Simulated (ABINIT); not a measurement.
A run of ABINIT 10.8.3 (patched build) is set up as follows.

File run.abi:

```
pp_dirpath "./"
pseudos "Ti.GGA_PBE-JTH.xml, O.GGA_PBE-JTH.xml"

acell 9.0946845069 9.2065273402 9.5260998341
rprim
     1.0000000000     0.0000000000     0.0000000000
     0.0000000000     1.0000000000     0.0000000000
    -0.1711736391     0.0000000000     0.9852408768
ntypat 2
znucl 22 8
natom 12
typat 1 1 1 1 2 2 2 2 2 2 2 2
xred
     0.2774352600     0.0528083600     0.2131482700
     0.7225647400     0.5528083600     0.2868517300
     0.7225647400     0.9471916400     0.7868517300
     0.2774352600     0.4471916400     0.7131482700
     0.0638382200     0.1769655200     0.8515567400
     0.9361617800     0.6769655200     0.6484432600
     0.9361617800     0.8230344800     0.1484432600
     0.0638382200     0.3230344800     0.3515567400
     0.4453609900     0.7576317400     0.4667718600
     0.5546390100     0.2576317400     0.0332281400
     0.5546390100     0.2423682600     0.5332281400
     0.4453609900     0.7423682600     0.9667718600
chkprim 0
chksymtnons 0
tolsym 1.0e-6

ecut 23.0
pawecutdg 45.0
pawxcdev 0

kptopt 1
ngkpt 6 6 6
nshiftk 1
shiftk 0.0 0.0 0.0

ixc 11

nband 58
occopt 3
tsmear 0.00183747

nstep 100
tolvrs 1.0e-9

iomode 3
prtwf 0
prteig 0
prtebands 0
enunit 2
prtden 1
prtvha 1
prtvclmb 1
prtpot 1
```

Potentials or basis: JTH PAW PBE v2.0.

Launch:

```bash
$ abinit run.abi > log 2>&1
```

Question: Estimate the band gap on the k mesh.

Answer: 2.30 eV, indirect (least direct gap 2.37 eV).

Question: Estimate the largest force.

Answer: 0.103 eV/Å.

Stress tensor (GPa, compression positive):
```
 4.19  0.00 -0.02
 0.00  4.36  0.00
-0.02  0.00  4.40
```

Caveat: the atomic spheres overlap. A k mesh can miss the band edges.
